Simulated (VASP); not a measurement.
# BN (Qingsongite) (F-43m) in VASP: a series of runs

BN (Qingsongite) is run at these levels: LDA, r2SCAN; tasks: single point.

All numbers are computed with VASP 6.6.1; they aren't measurements. Logs are shortened: lines on timing, memory, paths and dates and some standing lists are left out, and cuts for length are marked.

**The experiment to reproduce.**

From a printed reference work, monograph, for a bulk crystal of BN at 300 K: band gap 6.4 eV (indirect).

How close the calculation comes is told below.

### 1 The cell of the first run

It takes space group F-43m (No. 216, cubic). Conventional cell: a = 3.581 Å, b = 3.581 Å, c = 3.581 Å, α = 90.00°, β = 90.00°, γ = 90.00°. B (site symmetry -43m) has 4 N at 1.55 Å within 2.1 Å. N (site symmetry -43m) has 4 B at 1.55 Å within 2.1 Å.

### 2 Single point, LDA

File INCAR:

```
PREC = Accurate ; ENCUT = 910
EDIFF = 1E-6 ; ISMEAR = -1
SIGMA = 0.02 ; LREAL = F
LASPH = T ; NELM = 120
ALGO = Normal ; ISIF = 2
LWAVE = F ; LCHARG = T
LELF = T ; LVHAR = T
NBANDS = 11 ; GGA_COMPAT = F
```

File KPOINTS:

```
regular mesh
0
Gamma
  10 10 10
```

File POSCAR:

```
BN
1.0
    0.0000000000      1.7902647451      1.7902647451
    1.7902647451      0.0000000000      1.7902647451
    1.7902647451      1.7902647451      0.0000000000
B N
1 1
Direct
    0.0000000000      0.0000000000      0.0000000000
    0.2500000000      0.2500000000      0.2500000000
```

Potentials or basis: VASP PAW LDA potentials, release 64 (B_h, N_h).

Launch:

```console
$ cat potpaw_LDA.64/B_h/POTCAR potpaw_LDA.64/N_h/POTCAR > POTCAR
$ mpirun -np 1 vasp_std > vasp.out
```

OUTCAR:

```text
PREC = Accurate
   ENCUT = 910
   EDIFF = 1E-6
   ISMEAR = -1
   LREAL = F
   LASPH = T
   NELM = 120
   ISIF = 2

 ion  position               nearest neighbor table
   1  0.000  0.000  0.000-
   2  0.250  0.250  0.250-

  LATTYP: Found a face centered cubic cell.
 ALAT       =     3.5805294902

  Lattice vectors:

 A1 = (   0.0000000000,   1.7902647451,   1.7902647451)
 A2 = (   1.7902647451,   0.0000000000,   1.7902647451)
 A3 = (   1.7902647451,   1.7902647451,   0.0000000000)

Analysis of symmetry for initial positions (statically):
=====================================================================
 Subroutine PRICEL returns:
 Original cell was already a primitive cell.

 Routine SETGRP: Setting up the symmetry group for a
 face centered cubic supercell.

 Subroutine GETGRP returns: Found 24 space group operations
 (whereof 24 operations were pure point group operations)
 out of a pool of 48 trial point group operations.

The static configuration has the point symmetry T_d .

Analysis of symmetry for dynamics (positions and initial velocities):
=====================================================================
 Subroutine PRICEL returns:
 Original cell was already a primitive cell.

 Routine SETGRP: Setting up the symmetry group for a
 face centered cubic supercell.

 Subroutine GETGRP returns: Found 24 space group operations
 (whereof 24 operations were pure point group operations)
 out of a pool of 48 trial point group operations.

The dynamic configuration has the point symmetry T_d .

 Subroutine INISYM returns: Found 24 space group operations
 (whereof 24 operations are pure point group operations),
 and found     1 'primitive' translations

----------------------------------------------------------------------------------------

                                     Primitive cell

  volume of cell :      11.4758

  direct lattice vectors                    reciprocal lattice vectors
     0.000000000  1.790264745  1.790264745    -0.279288302  0.279288302  0.279288302
     1.790264745  0.000000000  1.790264745     0.279288302 -0.279288302  0.279288302
     1.790264745  1.790264745  0.000000000     0.279288302  0.279288302 -0.279288302

  length of vectors
     2.531816683  2.531816683  2.531816683     0.483741528  0.483741528  0.483741528

  position of ions in fractional coordinates (direct lattice)
     0.000000000  0.000000000  0.000000000
     0.250000000  0.250000000  0.250000000

  ion indices of the primitive-cell ions
   primitive index   ion index
                 1           1
                 2           2

----------------------------------------------------------------------------------------

 KPOINTS: regular mesh

Automatic generation of k-mesh.
 Grid dimensions read from file:
 generate k-points for:   10   10   10

 Generating k-lattice:

  Cartesian coordinates                     Fractional coordinates (reciprocal lattice)
    -0.027928830  0.027928830  0.027928830     0.100000000  0.000000000  0.000000000
     0.027928830 -0.027928830  0.027928830     0.000000000  0.100000000  0.000000000
     0.027928830  0.027928830 -0.027928830     0.000000000  0.000000000  0.100000000

  Length of vectors
     0.048374153  0.048374153  0.048374153

  Shift w.r.t. Gamma in fractional coordinates (k-lattice)
     0.000000000  0.000000000  0.000000000

 Subroutine IBZKPT returns following result:
 ===========================================

 Found     47 irreducible k-points:

 Following reciprocal coordinates:
            Coordinates               Weight
  0.000000  0.000000  0.000000      1.000000
  0.100000  0.000000  0.000000      8.000000
  0.200000  0.000000  0.000000      8.000000
  0.300000  0.000000  0.000000      8.000000
  0.400000  0.000000  0.000000      8.000000
  0.500000  0.000000  0.000000      4.000000
[... 16 lines left out ...]
  0.300000  0.300000  0.000000      6.000000
  0.400000  0.300000  0.000000     24.000000
 [... further k-points ...]
   k-points           NKPTS =     47   k-points in BZ     NKDIM =     47   number of bands    NBANDS=     11
   number of dos      NEDOS =    301   number of ions     NIONS =      2
   total plane-waves  NPLWV =  21952
   dimension x,y,z NGX =    28 NGY =   28 NGZ =   28
   dimension x,y,z NGXF=    56 NGYF=   56 NGZF=   56
   ions per type =               1   1
   NGX,Y,Z   is equivalent  to a cutoff of  18.39, 18.39, 18.39 a.u.
   NGXF,Y,Z  is equivalent  to a cutoff of  36.77, 36.77, 36.77 a.u.
 SYSTEM =  unknown system
   PREC   = accura    normal or accurate (medium, high low for compatibility)
   ISTART =      0    job   : 0-new  1-cont  2-samecut
   ICHARG =      2    charge: 1-file 2-atom 10-const
   ISPIN  =      1    spin polarized calculation?
   LNONCOLLINEAR =      F non collinear calculations
   LSORBIT =      F    spin-orbit coupling
   LASPH  =      T    aspherical Exc in radial PAW
   ENCUT  =  910.0 eV  66.88 Ry    8.18 a.u.   6.23  6.23  6.23*2*pi/ulx,y,z
   NELM   =    120;   NELMIN=  2; NELMDL= -5     # of ELM steps
   EDIFF  = 0.1E-05   stopping-criterion for ELM
   LREAL  =      F    real-space projection
   EDIFFG = 0.1E-04   stopping-criterion for IOM
   NSW    =      0    number of steps for IOM
   IBRION =     -1    ionic relax: 0-MD 1-quasi-New 2-CG
   NFREE  =      0    steps in history (QN), initial steepest desc. (CG)
   ISIF   =      2    stress and relaxation
   ISYM   =      2    0-nonsym 1-usesym 2-fastsym
   POTIM  = 0.5000    time-step for ionic-motion
   TEBEG  =    0.0;   TEEND  =   0.0 temperature during run
   PSTRESS=    0.0 pullay stress
   NELECT =       8.0000    total number of electrons
   NUPDOWN=      -1.0000    fix difference up-down
   EMIN   =  10.00;   EMAX   =-10.00  energy-range for DOS
   EFERMI =   0.00;   METHOD = LEGACY
   ISMEAR =    -1;   SIGMA  =   0.02  broadening in eV -4-tet -1-fermi 0-gaus
   EFERMI_NEDOS =   21; number of points for ismear=-14 and -15
   IALGO  =     38    algorithm
   IMIX   =      4    mixing-type and parameters
     AMIX     =   0.40;   BMIX     =  1.00
     AMIX_MAG =   1.60;   BMIX_MAG =  1.00
  volume/ion in A,a.u.               =       5.74        38.72
  Fermi-wavevector in a.u.,A,eV,Ry     =   1.451591  2.743109 28.669055  2.107116
  Thomas-Fermi vector in A             =   2.569070
   LORBIT       =      0    0 simple, 1 ext, 2 COOP (PROOUT), +10 PAW based schemes
   GGA     = CA    functional components
   LHFCALC =     F    Hartree Fock is set to
   AEXX    =    0.0000 exact exchange contribution
   IVDW    =     0    specifies the selected vdW correction
   LEPSILON=     F    determine dielectric tensor
   LRPA    =     F    only Hartree local field effects (RPA)
 non-spin polarized calculation
  energy-cutoff  :      910.00
  volume of cell :       11.48
 maximum number of plane-waves:       728
 NGX is ok and might be reduce to    28
   NGX = 13   NGY = 13   NGZ = 13

 number of electron       8.0000000 magnetization

 Free energy of the ion-electron system (eV)
  ---------------------------------------------------
  ext. energy  EPLUGINS =         0.00000000
  ---------------------------------------------------
  free energy    TOTEN  =       -19.41946172 eV

  energy without entropy =      -19.41946172  energy(sigma->0) =      -19.41946172

 E-fermi :   9.6529     XC(G=0): -13.4083

 val. band max:        9.2564002400   @ k =   0.0000   0.0000   0.0000
 cond. band min:      13.6377749590   @ k =   0.5000   0.5000   0.0000
 fundamental gap:      4.3813747191
 Fermi energy:         9.6528525435

 k-point     1 :       0.0000    0.0000    0.0000
  band No.  band energies     occupation
      1     -11.1435      2.00000
      2       9.2564      2.00000
      3       9.2564      2.00000
      4       9.2564      2.00000
      5      18.0793      0.00000
      6      18.0793      0.00000
      7      18.0793      0.00000
      8      20.1654      0.00000
      9      34.2970      0.00000
     10      37.3857      0.00000
     11      37.3857      0.00000

 k-point     2 :       0.1000    0.0000    0.0000
  band No.  band energies     occupation
      1     -10.8940      2.00000
      2       7.9715      2.00000
      3       8.9922      2.00000
      4       8.9922      2.00000
      5      18.4354      0.00000
      6      18.4759      0.00000
      7      18.4759      0.00000
      8      20.8879      0.00000
      9      33.8446      0.00000
     10      34.6048      0.00000
     11      34.6048      0.00000

 k-point     3 :       0.2000    0.0000    0.0000
  band No.  band energies     occupation
      1     -10.1580      2.00000
      2       5.2115      2.00000
      3       8.4009      2.00000
      4       8.4009      2.00000
      5      18.9499      0.00000
      6      19.2911      0.00000
      7      19.2911      0.00000
      8      22.4193      0.00000
      9      33.0097      0.00000
     10      33.0962      0.00000
     11      33.0962      0.00000

 k-point     4 :       0.3000    0.0000    0.0000
  band No.  band energies     occupation
      1      -8.9880      2.00000
      2       2.1889      2.00000
      3       7.8052      2.00000
      4       7.8052      2.00000
      5      19.4086      0.00000
      6      19.8609      0.00000
      7      19.8609      0.00000
      8      23.6719      0.00000
      9      32.5628      0.00000
     10      33.3613      0.00000
     11      33.3613      0.00000
[... 239 lines left out ...]
 k-point    22 :      -0.2000    0.2000    0.0000
  band No.  band energies     occupation
      1      -8.6015      2.00000
      2       3.0063      2.00000
      3       4.8674      2.00000
      4       7.9164      2.00000
      5      19.9274      0.00000
      6      20.2827      0.00000
      7      20.9020      0.00000
      8      23.3223      0.00000
      9      30.6539      0.00000
     10      31.6069      0.00000
     11      36.4131      0.00000

 k-point    23 :       0.3000    0.3000    0.0000
  band No.  band energies     occupation
      1      -8.2872      2.00000
      2       4.0472      2.00000
      3       5.4624      2.00000
      4       5.4624      2.00000
      5      15.3851      0.00000
      6      20.1578      0.00000
      7      24.1406      0.00000
      8      24.1406      0.00000
      9      28.2385      0.00000
     10      36.9670      0.00000
     11      41.5622      0.00000

 k-point    24 :       0.4000    0.3000    0.0000
  band No.  band energies     occupation
      1      -7.2376      2.00000
      2       2.4289      2.00000
      3       4.6033      2.00000
      4       5.0417      2.00000
      5      15.3326      0.00000
      6      19.9833      0.00000
      7      24.9573      0.00000
      8      25.0004      0.00000
      9      29.1614      0.00000
     10      36.6574      0.00000
     11      41.3852      0.00000

 [... further k-points ...]

------------------------ aborting loop because EDIFF is reached ----------------------------------------

  FORCE on cell =-STRESS in cart. coord.  units (eV):
  Direction    XX          YY          ZZ          XY          YZ          ZX
  --------------------------------------------------------------------------------------
  -------------------------------------------------------------------------------------
  Total        0.0366013      0.0366013      0.0366013      0.0000000      0.0000000      0.0000000
  in kB        5.1100508      5.1100508      5.1100508      0.0000000      0.0000000      0.0000000
  external PRESSURE =       5.1100508 kB  Pullay stress =       0.0000000 kB

 VOLUME and BASIS-vectors are now :
 -----------------------------------------------------------------------------
  energy-cutoff  :      910.00
  volume of cell :       11.48
      direct lattice vectors                 reciprocal lattice vectors
     0.000000000  1.790264745  1.790264745    -0.279288302  0.279288302  0.279288302
     1.790264745  0.000000000  1.790264745     0.279288302 -0.279288302  0.279288302
     1.790264745  1.790264745  0.000000000     0.279288302  0.279288302 -0.279288302

 POSITION                                       TOTAL-FORCE (eV/Angst)
 -----------------------------------------------------------------------------------
      0.00000      0.00000      0.00000         0.000000      0.000000      0.000000
      0.89513      0.89513      0.89513        -0.000000     -0.000000     -0.000000
 -----------------------------------------------------------------------------------
    total drift:                               -0.000000     -0.000000     -0.000000

  FREE ENERGIE OF THE ION-ELECTRON SYSTEM (eV)
  ---------------------------------------------------
  free  energy   TOTEN  =       -19.4194617154 eV

  energy  without entropy=      -19.4194617154  energy(sigma->0) =      -19.41946172
```

Run time: 9.3 s. Hardware: 1 thread of Intel Xeon Platinum 8559C (Emerald Rapids), shared host; peak memory 0.13 GiB.

Results:

- Free energy: -19.4195 eV
- Pressure: 0.5 GPa
- Band gap on the k mesh: 4.38 eV, indirect (least direct gap 8.82 eV)

Caveat: the cutoff is under 1.25 times the usual one of these potentials, so pressure, stress and relaxed cells hold a basis-set (Pulay) error.

### 3 Single point, r2SCAN

This run uses another cell than the first one, of 5.88 Å³/atom, 1.025 times its volume.

File POSCAR:

```
BN
1.0
    0.0000000000      1.8048245570      1.8048245570
    1.8048245570      0.0000000000      1.8048245570
    1.8048245570      1.8048245570      0.0000000000
B N
1 1
Direct
    0.0000000000      0.0000000000      0.0000000000
    0.2500000000      0.2500000000      0.2500000000
```

File INCAR.step1:

```
ALGO = Normal
EDIFF = 1E-5
ENCUT = 910
GGA = PE
GGA_COMPAT = False
ISMEAR = -1
LASPH = True
LCHARG = False
LREAL = False
LWAVE = True
NBANDS = 11
NELM = 120
PREC = Accurate
SIGMA = 0.02
```

File INCAR.step2:

```
ALGO = Normal
EDIFF = 1E-6
ENCUT = 910
GGA_COMPAT = False
ISIF = 2
ISMEAR = -1
ISTART = 1
LASPH = True
LCHARG = False
LMIXTAU = True
LREAL = False
LWAVE = False
METAGGA = R2SCAN
NBANDS = 11
NELM = 120
PREC = Accurate
SIGMA = 0.02
```

File KPOINTS:

```
k-points
0
Gamma
  10 10 10
```

Potentials or basis: VASP PAW PBE potentials, release 64 (B_h, N_h).

Launch:

```console
$ cat potpaw_PBE.64/B_h/POTCAR potpaw_PBE.64/N_h/POTCAR > POTCAR
$ cp INCAR.step1 INCAR
$ mpirun -np 1 vasp_std > vasp.out
$ cp INCAR.step2 INCAR
$ mpirun -np 1 vasp_std > vasp.out
```

It took 66 s on 1 thread of AMD EPYC 9R45 (Zen 5), shared host; peak memory 0.13 GiB.

Results (log left out):

```yaml
Free_energy: -19.1998 eV
Pressure: -0.5 GPa
Band_gap_on_the_k_mesh: 5.00 eV, indirect (least direct gap 9.57 eV)
```

Levels at points of the mesh, in eV from the valence-band top:
```csv
k point,band 1,band 2,band 3,band 4,band 5,band 6,band 7,band 8,band 9
"(0.00, 0.00, 0.00)",-21.34,0.00,0.00,0.00,9.57,9.57,9.57,11.14,26.23
"(0.50, 0.00, 0.00)",-17.02,-11.12,-2.02,-2.02,10.85,11.51,11.51,16.46,24.96
"(0.50, 0.50, 0.00)",-15.60,-9.34,-5.11,-5.11,5.00,9.84,19.36,19.36,22.28
```

Caveat: the cutoff is under 1.25 times the usual one of these potentials, so pressure, stress and relaxed cells hold a basis-set (Pulay) error; the PAW data sets were made with another functional, which shifts forces and pressure a little.

### 4 Comparison with measurements

Step 2. Measured gap of BN: 6.4 eV (indirect; 300 K; a printed reference work, monograph). This calculation gives 4.38 eV (-2.02 eV). The value is that of LDA on a finite k mesh, which can miss the band edges, without temperature or zero-point motion. Semilocal functionals fall short of measured gaps as a rule.

Step 3. A measured gap of BN is 6.4 eV (indirect; 300 K; a printed reference work, monograph); the calculated 5.00 eV misses it by -1.40 eV. The value is that of r2SCAN on a finite k mesh, which can miss the band edges, without temperature or zero-point motion.
